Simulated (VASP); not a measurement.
# EuO (Fm-3m) in VASP: a series of runs

Runs on EuO. Level: PBE. Tasks: single point.

All numbers are computed with VASP 6.6.1; they aren't measurements. Logs are shortened: lines on timing, memory, paths and dates and some standing lists are left out, and cuts for length are marked.

**What was measured.**

From a printed reference work, monograph, for a bulk crystal of EuO at 300 K: band gap 1.115 eV (optical).

How close the calculation comes is told below.

## Step 1: The cell of the first run

Symmetry: Fm-3m, No. 225, cubic system. The conventional cell has a = 5.061 Å, b = 5.061 Å, c = 5.061 Å, α = 90.00°, β = 90.00°, γ = 90.00°. Within 3.3 Å of Eu (site symmetry m-3m) lie 6 O at 2.53 Å. O (site symmetry m-3m) has 6 Eu at 2.53 Å within 3.3 Å.

## Step 2: Single point, PBE

Contents of INCAR:

```
ALGO = Normal
EDIFF = 1E-6
ENCUT = 600
GGA = PE
GGA_COMPAT = False
ISIF = 2
ISMEAR = 0
LASPH = True
LCHARG = False
LMAXMIX = 6
LREAL = False
LWAVE = False
NBANDS = 18
NELM = 200
PREC = Accurate
SIGMA = 0.05
```

Contents of KPOINTS:

```
k-points
0
Gamma
  12 12 12
```

Contents of POSCAR:

```
EuO
1.0
    0.0000000000      2.5302957997      2.5302957997
    2.5302957997      0.0000000000      2.5302957997
    2.5302957997      2.5302957997      0.0000000000
Eu O
1 1
Direct
    0.0000000000      0.0000000000      0.0000000000
    0.5000000000      0.5000000000      0.5000000000
```

Potentials or basis: VASP PAW PBE potentials, release 64 (Eu, O).

Command:

```bash
> cat potpaw_PBE.64/Eu/POTCAR potpaw_PBE.64/O/POTCAR > POTCAR
> mpirun -np 1 vasp_std > vasp.out
```

OUTCAR:

```text
EDIFF = 1E-6
   ENCUT = 600
   GGA = PE
   ISIF = 2
   ISMEAR = 0
   LASPH = True
   LREAL = False
   NELM = 200
   PREC = Accurate

 ion  position               nearest neighbor table
   1  0.000  0.000  0.000-   2 2.53   2 2.53   2 2.53   2 2.53   2 2.53   2 2.53
   2  0.500  0.500  0.500-   1 2.53   1 2.53   1 2.53   1 2.53   1 2.53   1 2.53

  LATTYP: Found a face centered cubic cell.
 ALAT       =     5.0605915994

  Lattice vectors:

 A1 = (   0.0000000000,   2.5302957997,   2.5302957997)
 A2 = (   2.5302957997,   0.0000000000,   2.5302957997)
 A3 = (   2.5302957997,   2.5302957997,   0.0000000000)

Analysis of symmetry for initial positions (statically):
=====================================================================
 Subroutine PRICEL returns:
 Original cell was already a primitive cell.

 Routine SETGRP: Setting up the symmetry group for a
 face centered cubic supercell.

 Subroutine GETGRP returns: Found 48 space group operations
 (whereof 48 operations were pure point group operations)
 out of a pool of 48 trial point group operations.

The static configuration has the point symmetry O_h .

Analysis of symmetry for dynamics (positions and initial velocities):
=====================================================================
 Subroutine PRICEL returns:
 Original cell was already a primitive cell.

 Routine SETGRP: Setting up the symmetry group for a
 face centered cubic supercell.

 Subroutine GETGRP returns: Found 48 space group operations
 (whereof 48 operations were pure point group operations)
 out of a pool of 48 trial point group operations.

The dynamic configuration has the point symmetry O_h .

 Subroutine INISYM returns: Found 48 space group operations
 (whereof 48 operations are pure point group operations),
 and found     1 'primitive' translations

----------------------------------------------------------------------------------------

                                     Primitive cell

  volume of cell :      32.3999

  direct lattice vectors                    reciprocal lattice vectors
     0.000000000  2.530295800  2.530295800    -0.197605355  0.197605355  0.197605355
     2.530295800  0.000000000  2.530295800     0.197605355 -0.197605355  0.197605355
     2.530295800  2.530295800  0.000000000     0.197605355  0.197605355 -0.197605355

  length of vectors
     3.578378637  3.578378637  3.578378637     0.342262515  0.342262515  0.342262515

  position of ions in fractional coordinates (direct lattice)
     0.000000000  0.000000000  0.000000000
     0.500000000  0.500000000  0.500000000

  ion indices of the primitive-cell ions
   primitive index   ion index
                 1           1
                 2           2

----------------------------------------------------------------------------------------

 KPOINTS: k-points

Automatic generation of k-mesh.
 Grid dimensions read from file:
 generate k-points for:   12   12   12

 Generating k-lattice:

  Cartesian coordinates                     Fractional coordinates (reciprocal lattice)
    -0.016467113  0.016467113  0.016467113     0.083333333  0.000000000  0.000000000
     0.016467113 -0.016467113  0.016467113     0.000000000  0.083333333  0.000000000
     0.016467113  0.016467113 -0.016467113     0.000000000  0.000000000  0.083333333

  Length of vectors
     0.028521876  0.028521876  0.028521876

  Shift w.r.t. Gamma in fractional coordinates (k-lattice)
     0.000000000  0.000000000  0.000000000

 Subroutine IBZKPT returns following result:
 ===========================================

 Found     72 irreducible k-points:

 Following reciprocal coordinates:
            Coordinates               Weight
  0.000000  0.000000  0.000000      1.000000
  0.083333  0.000000  0.000000      8.000000
  0.166667  0.000000  0.000000      8.000000
  0.250000  0.000000  0.000000      8.000000
  0.333333  0.000000  0.000000      8.000000
  0.416667  0.000000  0.000000      8.000000
[... 16 lines left out ...]
  0.500000  0.166667  0.000000     24.000000
 -0.416667  0.166667  0.000000     24.000000
 [... further k-points ...]
   k-points           NKPTS =     72   k-points in BZ     NKDIM =     72   number of bands    NBANDS=     18
   number of dos      NEDOS =    301   number of ions     NIONS =      2
   total plane-waves  NPLWV =  27000
   dimension x,y,z NGX =    30 NGY =   30 NGZ =   30
   dimension x,y,z NGXF=    60 NGYF=   60 NGZF=   60
   ions per type =               1   1
   NGX,Y,Z   is equivalent  to a cutoff of  13.94, 13.94, 13.94 a.u.
   NGXF,Y,Z  is equivalent  to a cutoff of  27.88, 27.88, 27.88 a.u.
 SYSTEM =  unknown system
   PREC   = accura    normal or accurate (medium, high low for compatibility)
   ISTART =      0    job   : 0-new  1-cont  2-samecut
   ICHARG =      2    charge: 1-file 2-atom 10-const
   ISPIN  =      1    spin polarized calculation?
   LNONCOLLINEAR =      F non collinear calculations
   LSORBIT =      F    spin-orbit coupling
   LASPH  =      T    aspherical Exc in radial PAW
   ENCUT  =  600.0 eV  44.10 Ry    6.64 a.u.   7.15  7.15  7.15*2*pi/ulx,y,z
   NELM   =    200;   NELMIN=  2; NELMDL= -5     # of ELM steps
   EDIFF  = 0.1E-05   stopping-criterion for ELM
   LREAL  =      F    real-space projection
   EDIFFG = 0.1E-04   stopping-criterion for IOM
   NSW    =      0    number of steps for IOM
   IBRION =     -1    ionic relax: 0-MD 1-quasi-New 2-CG
   NFREE  =      0    steps in history (QN), initial steepest desc. (CG)
   ISIF   =      2    stress and relaxation
   ISYM   =      2    0-nonsym 1-usesym 2-fastsym
   POTIM  = 0.5000    time-step for ionic-motion
   TEBEG  =    0.0;   TEEND  =   0.0 temperature during run
   PSTRESS=    0.0 pullay stress
   NELECT =      23.0000    total number of electrons
   NUPDOWN=      -1.0000    fix difference up-down
   EMIN   =  10.00;   EMAX   =-10.00  energy-range for DOS
   EFERMI =   0.00;   METHOD = LEGACY
   ISMEAR =     0;   SIGMA  =   0.05  broadening in eV -4-tet -1-fermi 0-gaus
   EFERMI_NEDOS =   21; number of points for ismear=-14 and -15
   IALGO  =     38    algorithm
   IMIX   =      4    mixing-type and parameters
     AMIX     =   0.40;   BMIX     =  1.00
     AMIX_MAG =   1.60;   BMIX_MAG =  1.00
  volume/ion in A,a.u.               =      16.20       109.32
  Fermi-wavevector in a.u.,A,eV,Ry     =   1.460392  2.759741 29.017760  2.132745
  Thomas-Fermi vector in A             =   2.576847
   LORBIT       =      0    0 simple, 1 ext, 2 COOP (PROOUT), +10 PAW based schemes
   GGA     = PE    functional components
   LHFCALC =     F    Hartree Fock is set to
   AEXX    =    0.0000 exact exchange contribution
   IVDW    =     0    specifies the selected vdW correction
   LEPSILON=     F    determine dielectric tensor
   LRPA    =     F    only Hartree local field effects (RPA)
 non-spin polarized calculation
 Gauss-broadening in eV      SIGMA  =   0.05
  energy-cutoff  :      600.00
  volume of cell :       32.40
 maximum number of plane-waves:      1106
 NGX is ok and might be reduce to    30
   NGX = 15   NGY = 15   NGZ = 15

 number of electron      22.9999999 magnetization

 Free energy of the ion-electron system (eV)
  ---------------------------------------------------
  ext. energy  EPLUGINS =         0.00000000
  ---------------------------------------------------
  free energy    TOTEN  =       -15.19310802 eV

  energy without entropy =      -15.15565534  energy(sigma->0) =      -15.17438168

 E-fermi :   4.8600     XC(G=0): -11.3080

 val. band max:        4.8589600247   @ k =   0.4167   0.3333   0.0833
 cond. band min:       4.8607547929   @ k =  -0.4167   0.2500   0.0000
 fundamental gap:      0.0017947682
 Fermi energy:         4.8600257865

 k-point     1 :       0.0000    0.0000    0.0000
  band No.  band energies     occupation
      1     -36.0507      2.00000
      2     -14.4945      2.00000
      3     -14.4945      2.00000
      4     -14.4945      2.00000
      5     -14.1334      2.00000
      6       0.8244      2.00000
[... 10 lines left out ...]
     17       6.9348      0.00000
     18       6.9348      0.00000

 k-point     2 :       0.0833    0.0000    0.0000
  band No.  band energies     occupation
      1     -36.0430      2.00000
      2     -14.9212      2.00000
      3     -14.5011      2.00000
      4     -14.5011      2.00000
      5     -13.7282      2.00000
      6       0.6183      2.00000
[... 10 lines left out ...]
     17       6.9555      0.00000
     18       7.1088      0.00000

 k-point     3 :       0.1667    0.0000    0.0000
  band No.  band energies     occupation
      1     -36.0217      2.00000
      2     -15.4651      2.00000
      3     -14.5190      2.00000
      4     -14.5190      2.00000
      5     -13.2431      2.00000
      6       0.1397      2.00000
[... 10 lines left out ...]
     17       7.0285      0.00000
     18       7.5805      0.00000

 k-point     4 :       0.2500    0.0000    0.0000
  band No.  band energies     occupation
      1     -35.9924      2.00000
      2     -15.9515      2.00000
      3     -14.5432      2.00000
      4     -14.5432      2.00000
      5     -12.8378      2.00000
      6      -0.3996      2.00000
[... 375 lines left out ...]
      4     -14.6828      2.00000
      5     -12.7266      2.00000
      6      -0.6297      2.00000
[... 10 lines left out ...]
     17       8.5465      0.00000
     18      10.0695      0.00000

 k-point    23 :       0.5000    0.1667    0.0000
  band No.  band energies     occupation
      1     -35.9244      2.00000
      2     -16.4138      2.00000
      3     -14.7875      2.00000
      4     -14.6701      2.00000
      5     -12.6134      2.00000
      6      -0.7554      2.00000
[... 10 lines left out ...]
     17       8.6286      0.00000
     18      10.2902      0.00000

 k-point    24 :      -0.4167    0.1667    0.0000
  band No.  band energies     occupation
      1     -35.9224      2.00000
      2     -16.4468      2.00000
      3     -14.8349      2.00000
      4     -14.6375      2.00000
      5     -12.5532      2.00000
      6      -0.8692      2.00000
[... 10 lines left out ...]
     17       8.4388      0.00000
     18       9.9836      0.00000

 [... further k-points ...]

------------------------ aborting loop because EDIFF is reached ----------------------------------------

  FORCE on cell =-STRESS in cart. coord.  units (eV):
  Direction    XX          YY          ZZ          XY          YZ          ZX
  --------------------------------------------------------------------------------------
  -------------------------------------------------------------------------------------
  Total       -2.6979389     -2.6979389     -2.6979389      0.0000000      0.0000000      0.0000000
  in kB     -133.4132052   -133.4132052   -133.4132052      0.0000000      0.0000000      0.0000000
  external PRESSURE =    -133.4132052 kB  Pullay stress =       0.0000000 kB

 VOLUME and BASIS-vectors are now :
 -----------------------------------------------------------------------------
  energy-cutoff  :      600.00
  volume of cell :       32.40
      direct lattice vectors                 reciprocal lattice vectors
     0.000000000  2.530295800  2.530295800    -0.197605355  0.197605355  0.197605355
     2.530295800  0.000000000  2.530295800     0.197605355 -0.197605355  0.197605355
     2.530295800  2.530295800  0.000000000     0.197605355  0.197605355 -0.197605355

 POSITION                                       TOTAL-FORCE (eV/Angst)
 -----------------------------------------------------------------------------------
      0.00000      0.00000      0.00000        -0.000000      0.000000      0.000000
      2.53030      2.53030      2.53030         0.000000     -0.000000     -0.000000
 -----------------------------------------------------------------------------------
    total drift:                                0.000000      0.000000      0.000000

  FREE ENERGIE OF THE ION-ELECTRON SYSTEM (eV)
  ---------------------------------------------------
  free  energy   TOTEN  =       -15.1931080180 eV

  energy  without entropy=      -15.1556553400  energy(sigma->0) =      -15.17438168
```

Wall time 3 min (1 thread of Intel Xeon Platinum 8488C (Sapphire Rapids), shared host); peak memory 0.23 GiB.

What came out:

```yaml
Free_energy: -15.1931 eV
Pressure: -13.3 GPa
Band_gap_on_the_k_mesh: zero (an odd number of electrons rules out a gap without spin polarisation)
```

Levels at points of the mesh, in eV from the Fermi level:
```
           k point  band 9  band 10  band 11  band 12  band 13  band 14
(0.00, 0.00, 0.00)   -0.18     0.09     0.09     0.09     0.32     0.41
(0.50, 0.00, 0.00)   -0.16    -0.16    -0.14     0.08     0.08     0.10
(0.50, 0.50, 0.00)   -0.97    -0.13    -0.03    -0.03    -0.03     0.20
```

Caveat: the cell stands under tension; spin-orbit coupling is left out, which moves the levels of the heavy elements; an odd number of electrons without spin polarisation forces a metal; a magnetic or distorted state may lie lower; the run has no spin polarisation, though such a crystal can be magnetic; semilocal functionals describe open f shells poorly, which spoils levels, moments and volumes. Spin polarisation is off, so any magnetic state and its effect on volume and gap are missing.

(Part 1 of 2 ends here.)
